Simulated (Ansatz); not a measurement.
# AlNi3 (Fm-3m) in Ansatz: a series of runs

Runs on AlNi3. Level: PBEsol. Tasks: single point.

Everything below comes from runs of Ansatz 0.2.0. Logs are shortened: lines on timing, memory, paths and dates and some standing lists are left out, and cuts for length are marked.

**1. Starting point**

Symmetry: Fm-3m, No. 225, cubic system. Conventional cell: a = 5.604 Å, b = 5.604 Å, c = 5.604 Å, α = 90.00°, β = 90.00°, γ = 90.00°. Ni (site symmetry -43m) has 4 Al at 2.43 Å and 4 Ni at 2.43 Å as nearest neighbours. Ni (site symmetry m-3m) has 8 Ni at 2.43 Å as nearest neighbours. Around Al (site symmetry m-3m) lie 8 Ni at 2.43 Å.

The cell comes from a database or a generator and needn't be the stable form of this composition.

**2. Single point, PBEsol, collinear spin, ferromagnetic start**

Input file input.yaml:

```yaml
crystal:
  lattice:
    - [0.0, 2.8018887551, 2.8018887551]
    - [2.8018887551, 0.0, 2.8018887551]
    - [2.8018887551, 2.8018887551, 0.0]
  atoms:
    - { symbol: Ni, position: [0.75, 0.75, 0.75], spin: 0.5 }
    - { symbol: Ni, position: [0.0, 0.0, 0.0], spin: 0.5 }
    - { symbol: Ni, position: [0.25, 0.25, 0.25], spin: 0.5 }
    - { symbol: Al, position: [0.5, 0.5, 0.5] }
hamiltonian:
  xc: pbesol
  pseudopotentials: { kind: paw }
magnetization:
  spin_polarized: true
  initial_magnetization: 1.5
  spin_locking: { lock_magnetization: hard }
kpoints:
  mp_grid: { grid: [7, 7, 7] }
scf:
  occupations: { method: fermi_dirac, width: 0.05 }
  lower_state_search: "off"
output:
  forces: true
  stress: true
  eigenvalues: true
```

Potentials or basis: Ansatz PAW.

The run is started by

```bash
$ ansatz run input.yaml --threads 2 --pin off --max-ram 5632MiB --backend cpu --events-out ev --progress --plain --runs-dir out
```

Output:

```text
Warning: output.stress: scf.convergence.dr2_threshold = 1e-7 eV (the SCF's general default) is looser than the 4e-10 eV advised for a printed stress (1e-10 eV for each atom of the cell: 4). What an SCF threshold leaves in a stress goes as its square root, and in the free energy as the threshold itself, and one threshold admits the most on a small cell: of the crystals measured, under no hybrid functional and no lock of the moments, on runs that ended without the residual-converged pass, on stresses that held no estimate of that error, the worst erred by over 100 MPa in a component at 1e-7 eV an atom and by under 5 at 1e-10. Set scf.convergence.dr2_threshold to 4e-10 eV or tighter. The threshold is an SCF's pass mark: one that does not reach it within its budget of iterations ends unconverged, or closes short of it on a stop that the run arms, and scf.convergence.dr2_threshold's page says what that costs each kind of run
Warning: RAYON_NUM_THREADS=2 ignored (pool sized by the plan → 2); use --threads N
Engine: ansatz 0.2.0, aarch64-unknown-linux-gnu
Pseudopotentials: kind: paw
Pseudopotential: Ni, paw, valence charge 18, recommended cutoff 420 eV (normal), Ni.paw.azcp
Pseudopotential: Al, paw, valence charge 3, recommended cutoff 420 eV (normal), Al.paw.azcp
Functional definition: PBEsol
  exchange = pbesol_x
  correlation = pbesol_c
Crystal: 4 atoms, lattice volume = 43.993 Å³
Basis set: ecut = 420 eV, 869 PW (Γ), exchange–correlation on 54×54×54 points (8 copies of the dense FFT grid, shifted against one another)
Bands: 36, of which v1, the nominal top of the filled ones, is band 29 counted from 1 (28 counted from 0)
Symmetry: 48 space group operations
Space group: Fm-3m (ITA 225), of the structure as read, at distance tolerance 3.5e-5 Å
Magnetic group: BNS 225.116 (UNI 1618), of the structure as read, at distance tolerance 3.5e-5 Å
k-points: 20 of 343
Non-local potential: Ni, projectors of the file, l = 0: 3, l = 1: 2, l = 2: 3, l = 3: 1
Non-local potential: Al, projectors of the file, l = 0: 2, l = 1: 2, l = 2: 1
PAW form: soft (Blöchl's): semilocal exchange-correlation on the pseudo side does not see the compensation charge
PAW frozen core: Ni, regenerated for the run's functional, and the local potential with it (the file was generated under x = pbe(κ = 0.804, μ = 0.2195149727645171), c = pbe(β = 0.06672455060314922))
PAW frozen core: Al, regenerated for the run's functional, and the local potential with it (the file was generated under x = pbe(κ = 0.804, μ = 0.2195149727645171), c = pbe(β = 0.06672455060314922))
PAW one-centre angular grid: Ni, 590 points (default); XC on 64 Gauss nodes
PAW one-centre angular grid: Al, 110 points (default); XC on 64 Gauss nodes
Initial density: superposition of atomic densities (chi_scale 0.1, normalization cell)
Starting moments: Σ|m| = 1.5 μB on 3 of 4 sites
Initial wavefunctions: pseudopotential atomic-orbital guess
Functional: x = pbesol(κ = 0.804, μ = 0.12345679012345678), c = pbesol(β = 0.046)
iter 1 solved again at ethr=2.38e-3 eV; its pass at ethr=3.10e-3 eV (dr2=1.36e0 eV) is discarded
SCF iter   1: F=—  HF=-17941.098556 eV  |F-HF|=—  |Δ(HF+E_count)|=         —  Δρ=3.06e-2 (↑2.93e-2 ↓3.06e-2)  dr2=1.35e0  dr2_m=3.75e-2  M=1.500 μB ∫|m|=1.500 μB  β_m=0.30  ethr=2.38e-3  ⟨swp⟩=1.1  Hψ=6784  notcnv=0
preconditioner: auto → Kerker (q_TF=auto, 2.849 Å⁻¹)  [metal: Δε(μ)=0.005 eV  Ē_g=8.160 eV  σ=0.050 eV  W_gap=0.02  n_scr=14 (ndim 8)  ℏωp=32.2 eV  f_vac=0.000  D(μ)=4.62/eV (n_scr^D=58)]
spin=Collinear: Kerker preconditioning applied to the charge; magnetization (m = ρ↑ − ρ↓) channel mixes plain (no charge-response kernel on spin).
SCF iter   2: F=—  HF=-17941.002639 eV  |F-HF|=—  |Δ(HF+E_count)|=   9.59e-2  Δρ=1.73e-2 (↑1.61e-2 ↓1.73e-2)  dr2=5.62e-1  dr2_m=1.08e-2  M=1.500 μB ∫|m|=1.500 μB  β_m=0.38  ethr=2.37e-3  ⟨swp⟩=2.0  Hψ=1721  notcnv=0
SCF iter   3: F=—  HF=-17940.966109 eV  |F-HF|=—  |Δ(HF+E_count)|=   3.65e-2  Δρ=3.75e-2 (↑1.50e-2 ↓3.75e-2)  dr2=9.90e-1  dr2_m=7.09e-2  M=1.500 μB ∫|m|=1.500 μB  β_m=0.39  ethr=9.86e-4  ⟨swp⟩=2.1  Hψ=1960  notcnv=0  defer=53
SCF iter   4: F=—  HF=-17940.869021 eV  |F-HF|=—  |Δ(HF+E_count)|=   9.71e-2  Δρ=1.55e-2 (↑1.26e-2 ↓1.55e-2)  dr2=3.43e-1  dr2_m=4.37e-3  M=1.500 μB ∫|m|=1.500 μB  β_m=0.35  ethr=9.86e-4  ⟨swp⟩=2.1  Hψ=1924  notcnv=0  defer=61
SCF iter   5: F=—  HF=-17940.801019 eV  |F-HF|=—  |Δ(HF+E_count)|=   6.80e-2  Δρ=4.66e-3 (↑3.69e-3 ↓4.66e-3)  dr2=2.76e-2  dr2_m=3.26e-4  M=1.500 μB ∫|m|=1.505 μB  β_m=0.68  ethr=6.02e-4  ⟨swp⟩=2.1  Hψ=1929  notcnv=0  defer=59
SCF iter   6: F=—  HF=-17940.798198 eV  |F-HF|=—  |Δ(HF+E_count)|=   2.82e-3  Δρ=1.67e-3 (↑1.06e-3 ↓1.67e-3)  dr2=2.26e-3  dr2_m=1.14e-4  M=1.500 μB ∫|m|=1.508 μB  β_m=0.73  ethr=4.85e-5  ⟨swp⟩=2.0  Hψ=2297  notcnv=0  defer=59
SCF iter   7: F=—  HF=-17940.797749 eV  |F-HF|=—  |Δ(HF+E_count)|=   4.50e-4  Δρ=2.83e-3 (↑1.11e-3 ↓2.83e-3)  dr2=5.28e-3  dr2_m=3.19e-4  M=1.500 μB ∫|m|=1.509 μB  β_m=0.73  ethr=3.97e-6  ⟨swp⟩=2.0  Hψ=2079  notcnv=0  defer=59
SCF iter   8: F=—  HF=-17940.797572 eV  |F-HF|=—  |Δ(HF+E_count)|=   1.76e-4  Δρ=3.20e-4 (↑1.75e-4 ↓3.20e-4)  dr2=4.87e-5  dr2_m=3.69e-6  M=1.500 μB ∫|m|=1.509 μB  β_m=0.86  ethr=3.97e-6  ⟨swp⟩=1.4  Hψ=1434  notcnv=0  defer=59
SCF iter   9: F=—  HF=-17940.797577 eV  |F-HF|=—  |Δ(HF+E_count)|=   4.75e-6  Δρ=2.91e-4 (↑1.12e-4 ↓2.91e-4)  dr2=5.41e-5  dr2_m=3.30e-6  M=1.500 μB ∫|m|=1.509 μB  β_m=0.89  ethr=8.54e-8  ⟨swp⟩=2.3  Hψ=2071  notcnv=0  defer=59
SCF iter  10: F=—  HF=-17940.797574 eV  |F-HF|=—  |Δ(HF+E_count)|=   3.23e-6  Δρ=3.86e-5 (↑2.04e-5 ↓3.86e-5)  dr2=1.21e-6  dr2_m=4.28e-8  M=1.500 μB ∫|m|=1.509 μB  β_m=0.94  ethr=8.54e-8  ⟨swp⟩=1.0  Hψ=1381  notcnv=0  defer=59
SCF iter  11: F=—  HF=-17940.797574 eV  |F-HF|=—  |Δ(HF+E_count)|=   3.22e-8  Δρ=1.09e-5 (↑1.06e-5 ↓1.09e-5)  dr2=1.37e-7  dr2_m=3.63e-10  M=1.500 μB ∫|m|=1.509 μB  β_m=0.84  ethr=2.13e-9  ⟨swp⟩=1.2  Hψ=1397  notcnv=0  defer=59
SCF iter  12: F=—  HF=-17940.797574 eV  |F-HF|=—  |Δ(HF+E_count)|=   1.06e-8  Δρ=1.53e-5 (↑4.14e-6 ↓1.53e-5)  dr2=1.31e-7  dr2_m=1.28e-8  M=1.500 μB ∫|m|=1.509 μB  β_m=0.92  ethr=1.75e-10  ⟨swp⟩=8.8  Hψ=5866  notcnv=0
iter 13 did not close the SCF: its close was put off for a magnetic moment that had not settled (scf_convergence_deferred on its scf_iter line)
SCF iter  13: F=-17940.797574 eV  HF=-17940.797574 eV  |F-HF|=7.39e-8  |Δ(HF+E_count)|=   1.70e-9  Δρ=1.15e-5 (↑3.71e-6 ↓1.15e-5)  dr2=7.96e-8  dr2_m=6.29e-9  M=1.500 μB ∫|m|=1.509 μB  β_m=0.96  ethr=1.75e-10  ⟨swp⟩=2.2  Hψ=3923  notcnv=0
SCF iter  14: F=-17940.797574 eV  HF=-17940.797574 eV  |F-HF|=5.04e-9  |Δ(HF+E_count)|=   4.13e-9  Δρ=3.11e-6 (↑8.89e-7 ↓3.11e-6)  dr2=5.68e-9  dr2_m=5.03e-10  M=1.500 μB ∫|m|=1.509 μB  ethr=1.40e-10  ⟨swp⟩=2.0  Hψ=3864  notcnv=0
SCF 1 converged in 14 iterations: F = -17940.797574 eV  dr2 = 5.68e-9
SCF converged after 14 iterations
Stability checked in part: among states of this total moment the steps that led to this state did not find it unstable. No probe was made; neither looks for a lower state of another moment (fixed_total_moment; see scf.lower_state_search)
Magnetization: 1.5000 μB (29.2500 up, 27.7500 down)
Absolute magnetization: 1.5088 μB (∫|ρ↑−ρ↓|, with the PAW one-centre terms)
Spin contamination: 0.0075 ħ² per cell (⟨S²⟩ above its minimum at these occupations)
Per-site moments (μB) at R_I (Å): [(0.4407124752511296, 1.000934071704004), (0.5727137131905354, 1.0009340717040043), (0.44071247525112983, 1.0009340717040043), (0.014534193466745489, 1.000934071704004)]
Free energy (F): -17940.797574 eV
Harris-Foulkes:  -17940.797574 eV  (|F-HF|=5.04e-9)
Internal energy: -17940.757239 eV  (E = F + TS)
E sigma→0 (E₀):  -17940.777406 eV
Entropy (-TS):   -0.040335 eV (-10.084 meV/atom)
Fermi energy:    16.521786 (↑ 16.912310, ↓ 16.131262) eV
--- Per-component energies (eV) ---
  E_band       = -909.916239
  E_kinetic    = 879.639542
  E_local      = -11849.372586  (includes V_loc(G=0)·N_el)
  E_nonlocal   = 1923.574715
  E_hartree    = 5039.187668
  E_xc         = -295.585040
  E_vxc        = -360.731571  (∫ρ·V_xc dr)
  E_paw        = -5243.678930  (= ΣΔE_a)
  E_vpaw       = -1581.402485  (= ΣTr[D̂ρ^β])
  E_aug_tail   = 0.001500  (compensation charges beyond the density's cutoff)
  E_ewald      = -8395.135113
  E_core_change = 0.611006  (= ΣΔE_core)
  E_smearing   = -0.040335  (= −TS)
  E_closure    = -0.000000  (closes the sum)
  Σ components = -17940.797574   (vs F -17940.797574, Δ=0.00e0)
--- Forces (eV/Å), atoms counted from 1 ---
  atom   1  Ni    -0.00000000    -0.00000000     0.00000000
  atom   2  Ni    -0.00000000     0.00000000    -0.00000000
  atom   3  Ni     0.00000000    -0.00000000    -0.00000000
  atom   4  Al    -0.00000000     0.00000000    -0.00000000
  max |Σ_I F_I| component: 1.85e-17 eV/Å
--- Stress (GPa, compression-positive) ---
        1.272156      -0.000000      -0.000000
       -0.000000       1.272156       0.000000
       -0.000000       0.000000       1.272156
  P = ⅓ Tr σ = 1.2722 GPa (12.722 kbar)
--- Band table (eV; the first three rows and the last of 40) ---
  k-point 0 ↑: bands = ["-86.7538", "-86.7292", "-86.7076", "-47.3251", "-47.3251", "-47.3251", "-47.2936", "-47.2936", "-47.2936", "-47.2090", "-47.2090", "-47.2090", "6.0061", "12.4341", "12.4341", "12.6135", "12.6135", "12.6135", "13.4935", "13.4935", "13.4935", "15.1098", "15.1098", "15.1098", "15.4345", "15.4345", "15.4502", "15.4502", "21.5528", "21.5528", "21.5528", "22.1275", "22.1275", "22.1275", "23.3720", "24.8605"]
  k-point 1 ↑: bands = ["-86.7520", "-86.7295", "-86.7091", "-47.3300", "-47.3294", "-47.3294", "-47.2901", "-47.2901", "-47.2839", "-47.2141", "-47.2082", "-47.2082", "6.3092", "12.3863", "12.3863", "12.4560", "12.8170", "12.8170", "13.4370", "13.4744", "13.4744", "14.8855", "14.9546", "14.9546", "15.4081", "15.4081", "15.4856", "15.4856", "19.2030", "20.9385", "20.9385", "22.3115", "22.6708", "22.6708", "24.1586", "24.4597"]
  k-point 2 ↑: bands = ["-86.7472", "-86.7304", "-86.7130", "-47.3369", "-47.3369", "-47.3316", "-47.2844", "-47.2844", "-47.2742", "-47.2226", "-47.2064", "-47.2064", "7.1927", "11.8045", "12.4343", "12.4343", "13.1164", "13.1164", "13.1707", "13.4866", "13.4866", "14.5963", "14.6235", "14.6235", "15.3603", "15.3603", "15.4877", "15.4877", "17.0106", "20.4930", "20.4930", "21.9435", "21.9435", "21.9760", "24.2562", "25.6630"]
  k-point 19 ↓: bands = ["-86.2147", "-86.2145", "-86.0438", "-46.8209", "-46.8019", "-46.7911", "-46.7862", "-46.7613", "-46.7588", "-46.5873", "-46.5817", "-46.5728", "10.1569", "11.2428", "11.2894", "12.3849", "13.4991", "13.7776", "14.0396", "14.0539", "14.3862", "14.5268", "14.7858", "14.9905", "15.6521", "15.7056", "15.9650", "16.0642", "16.2771", "16.5910", "16.8647", "22.2444", "24.4309", "24.8274", "24.8664", "28.4189"]
```

Run time: 2.5 s. Hardware: 2 threads of Arm Neoverse V2, shared host; peak memory 0.32 GiB.

What came out:

```
Free energy     : -17940.7976 eV
Pressure        : 1.3 GPa
Net moment      : 1.50 μB per cell
Absolute moment : 1.51 μB per cell
Site moments    : Ni +0.44, +0.57; Al +0.01 μB
```

Caveat: the total moment is fixed, so each spin has its own Fermi level; the PAW data sets come from PBE, with cores solved anew for the run's functional, which leaves a small shift of forces and pressure; the thresholds are loose for stress.

**3. Single point, PBEsol, collinear spin, ferromagnetic start**

Input file input.yaml:

```yaml
crystal:
  lattice:
    - [0.0, 2.8018887551, 2.8018887551]
    - [2.8018887551, 0.0, 2.8018887551]
    - [2.8018887551, 2.8018887551, 0.0]
  atoms:
    - { symbol: Ni, position: [0.75, 0.75, 0.75], spin: 0.7333333333 }
    - { symbol: Ni, position: [0.0, 0.0, 0.0], spin: 0.7333333333 }
    - { symbol: Ni, position: [0.25, 0.25, 0.25], spin: 0.7333333333 }
    - { symbol: Al, position: [0.5, 0.5, 0.5] }
hamiltonian:
  xc: pbesol
  pseudopotentials: { kind: paw }
magnetization:
  spin_polarized: true
  initial_magnetization: 2.2
  spin_locking: { lock_magnetization: hard }
kpoints:
  mp_grid: { grid: [7, 7, 7] }
scf:
  occupations: { method: fermi_dirac, width: 0.05 }
  lower_state_search: "off"
output:
  forces: true
  stress: true
  eigenvalues: true
```

Potentials or basis: Ansatz PAW.

The run is started by

```bash
$ ansatz run input.yaml --threads 2 --pin off --max-ram 5632MiB --backend cpu --events-out ev --progress --plain --runs-dir out
```

Run time: 2.3 s. Hardware: 2 threads of Arm Neoverse V2, shared host; peak memory 0.32 GiB.

Results (log left out):

* Free energy: -17940.4892 eV
* Pressure: 3.3 GPa
* Net moment: 2.20 μB per cell
* Absolute moment: 2.20 μB per cell
* Site moments: Ni +0.64, +0.79; Al +0.03 μB

Caveat: the total moment is fixed, so each spin has its own Fermi level; the PAW data sets come from PBE, with cores solved anew for the run's functional, which leaves a small shift of forces and pressure; the thresholds are loose for stress.

**4. Single point, PBEsol, collinear spin, ferromagnetic start**

Input file input.yaml:

```yaml
crystal:
  lattice:
    - [0.0, 2.8018887551, 2.8018887551]
    - [2.8018887551, 0.0, 2.8018887551]
    - [2.8018887551, 2.8018887551, 0.0]
  atoms:
    - { symbol: Ni, position: [0.75, 0.75, 0.75], spin: 1.0 }
    - { symbol: Ni, position: [0.0, 0.0, 0.0], spin: 1.0 }
    - { symbol: Ni, position: [0.25, 0.25, 0.25], spin: 1.0 }
    - { symbol: Al, position: [0.5, 0.5, 0.5] }
hamiltonian:
  xc: pbesol
  pseudopotentials: { kind: paw }
magnetization:
  spin_polarized: true
  initial_magnetization: 3.0
  spin_locking: { lock_magnetization: hard }
kpoints:
  mp_grid: { grid: [7, 7, 7] }
scf:
  occupations: { method: fermi_dirac, width: 0.05 }
  lower_state_search: "off"
output:
  forces: true
  stress: true
  eigenvalues: true
  write_density: true
  write_potential: true
  elf: true
  volumetric_format: npy
```

The run is started by

```bash
$ ansatz run input.yaml --threads 2 --pin off --max-ram 5632MiB --backend cpu --events-out ev --progress --plain --runs-dir out
```

Run time: 2.8 s. Hardware: 2 threads of Arm Neoverse V2, shared host; peak memory 0.33 GiB.

Results (log left out):

```
Free energy     : -17939.9918 eV
Pressure        : 6.0 GPa
Net moment      : 3.00 μB per cell
Absolute moment : 3.00 μB per cell
Site moments    : Ni +0.86, +1.00; Al +0.07 μB
```

Caveat: the total moment is fixed, so each spin has its own Fermi level; the PAW data sets come from PBE, with cores solved anew for the run's functional, which leaves a small shift of forces and pressure; the thresholds are loose for stress.

**5. Summary**

```csv
fixed moment (μB),pressure (GPa),moment (μB)
1.5,1.3,1.50
2.2,3.3,2.20
3.0,6.0,3.00
```

Alike in all rows: task single point; level PBEsol; potentials or basis Ansatz PAW; spin collinear, ferromagnetic start; cell as given; k mesh 7 × 7 × 7; cutoff (eV) 420; smearing fermi-dirac 0.05 eV.

Caveats: the total moment is fixed, so each spin has its own Fermi level; the PAW data sets come from PBE, with cores solved anew for the run's functional, which leaves a small shift of forces and pressure; the thresholds are loose for stress.

Total energies depend on the potentials used, so only differences within one code and one set of settings carry meaning.
